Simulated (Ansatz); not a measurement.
# Cu: the cost of one run

Program: Ansatz 0.2.0. Level of theory: DFT PBEsol, scalar-relativistic, plane waves, PAW. These are calculated values, not measurements.

2 further runs of the same task are left out: 2 set aside as unsound or not needed.

## 1. Starting point

It takes space group I4/mmm (No. 139, tetragonal). Conventional cell: a = 2.890 Å, b = 2.890 Å, c = 2.720 Å, α = 90.00°, β = 90.00°, γ = 90.00°. Cu (site symmetry 4/mmm) is surrounded by 10 Cu at 2.45 to 2.72 Å.

As a file:

```
Cu
1.0
     1.44509   -1.44509   -1.36001
     1.44509    1.44509   -1.36001
     2.89018    0.00000    2.72001
Cu
2
Direct
  0.00000 0.00000 0.00000
  0.50000 0.50000 0.50000
```

It goes back to an entry of the Materials Project, which need not be the stable form.

It is built from the cell relaxed beforehand with the same method (11.36 Å³/atom).

## 2. The reference: the undisturbed cell on the scan's mesh

File input.yaml:

```yaml
crystal:
  lattice:
    - [1.4450917292, -1.4450917292, -1.3600072005]
    - [1.4450917292, 1.4450917292, -1.3600072005]
    - [2.8901834585, 0.0, 2.720014401]
  atoms:
    - { symbol: Cu, position: [0.0, 0.0, 0.0] }
    - { symbol: Cu, position: [0.5, 0.5, 0.5] }
basis:
  ecutwfc: 420
kpoints:
  mp_grid: { grid: [14, 14, 8] }
hamiltonian:
  xc: pbesol
scf:
  occupations: { method: gaussian, width: 0.15 }
output:
  forces: true
  stress: true
  eigenvalues: true
```

Launch:

```bash
$ ansatz run input.yaml --threads 1 --pin off --max-ram 2560MiB --backend cpu --events-out ev --progress --plain --runs-dir out
```

**Question.** How long does this run take on 1 thread of Intel Xeon 6975P-C (Granite Rapids), shared host, and how much memory does it need?

About 4.9 s, with a peak of 0.49 GiB.
